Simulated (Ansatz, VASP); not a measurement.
**MnO: VASP beside Ansatz**

The input INCAR:

```
SYSTEM = MnO
PREC     = Accurate       ! precision mode
ENCUT    = 520            ! plane-wave cutoff, eV
EDIFF    = 1E-6           ! SCF threshold, eV
ISMEAR   = 0              ! smearing method
SIGMA    = 0.1            ! smearing width, eV
LREAL    = .False.        ! projectors in reciprocal space
LASPH    = .True.         ! aspherical terms in the spheres
NELM     = 150            ! most SCF steps
ALGO     = Fast           ! electronic algorithm
ISIF     = 2              ! what is computed and relaxed
LWAVE    = .False.        ! write WAVECAR
LCHARG   = .False.        ! write CHGCAR
ISPIN    = 2              ! spin polarisation
MAGMOM   = 4 4 0 0        ! initial moments
LORBIT   = 11             ! projections on sites
LMAXMIX  = 4              ! l up to which the mixer works
GGA      = PE             ! functional
IVDW     = 12             ! dispersion correction
NBANDS   = 31             ! bands
```

The input KPOINTS:

```
Automatic mesh
0
Gamma
  6 6 4
  0 0 0
```

File POSCAR:

```
MnO
1.0
    3.3717000000      0.0000000000      0.0000000000
   -1.6858500000      2.9199778539      0.0000000000
    0.0000000000      0.0000000000      5.3855000000
Mn O
2 2
Direct
    0.3333333333      0.6666666667      0.0109600000
    0.6666666667      0.3333333333      0.5109600000
    0.3333333333      0.6666666667      0.3754700000
    0.6666666667      0.3333333333      0.8754700000
```

Input for Ansatz:

```yaml
crystal:
  lattice:
    - [3.3717, 0.0, 0.0]
    - [-1.68585, 2.9199778539, 0.0]
    - [0.0, 0.0, 5.3855]
  atoms:
    - { symbol: Mn, position: [0.3333333333, 0.6666666667, 0.01096], spin: 4.0 }
    - { symbol: Mn, position: [0.6666666667, 0.3333333333, 0.51096], spin: 4.0 }
    - { symbol: O, position: [0.3333333333, 0.6666666667, 0.37547] }
    - { symbol: O, position: [0.6666666667, 0.3333333333, 0.87547] }
basis:
  ecutwfc: 420
kpoints:
  mp_grid: { grid: [6, 6, 4] }
hamiltonian:
  xc: pbe
  dispersion: d3bj
scf:
  occupations: { method: gaussian, width: 0.1 }
  lower_state_search: "off"
output:
  forces: true
  stress: true
  eigenvalues: true
  populations: true
magnetization:
  spin_polarized: true
```

Measurements of this composition are mostly on another form, of space group No. 225.

Alike in both runs: task single point; functional PBE; dispersion D3(BJ); k mesh 6 × 6 × 4; occupations gaussian, width 0.1 eV; collinear spin.

|  | VASP | Ansatz |
| --- | --- | --- |
| version | VASP 6.6.1 | Ansatz 0.2.0 |
| potentials or method | VASP PAW PBE potentials, release 64 (Mn_pv, O) | scalar-relativistic, plane waves, PAW |
| plane-wave cutoff (eV) | 520 | 420 |
| valence electrons in the cell | 38 | 42 |

Ansatz gave:

* gap on the k mesh at the Fermi level (eV): none
* pressure (GPa): 2.9
* largest component of the traceless stress (GPa): 5.33
* rms of the force components (eV/Å): 0.358
* net moment per atom (μB): 2.50
* size of the moment on the site where the two differ most (μB): 3.84

Q: What did VASP give for the same quantities?

A: gap on the k mesh at the Fermi level (eV): none; pressure (GPa): 3.3; largest component of the traceless stress (GPa): 5.55; rms of the force components (eV/Å): 0.376; net moment per atom (μB): 2.50; size of the moment on the site where the two differ most (μB): 4.41.

Site moments also hang on the region over which each program counts them. Atom by atom the forces differ by 0.018 eV/Å (rms over components). A gap of «none» marks a metal or a gap that the smearing closes. The two sets of potentials don't hold the same shells in valence.

Caveats: semilocal functionals often make such compounds metallic where correlation or magnetic order opens a gap, which also shifts bond lengths; pairwise dispersion overbinds metals, which lowers pressure and volume. With open d or f shells a metallic result of PBE can be an artefact of self-interaction; +U or a hybrid may open a gap.
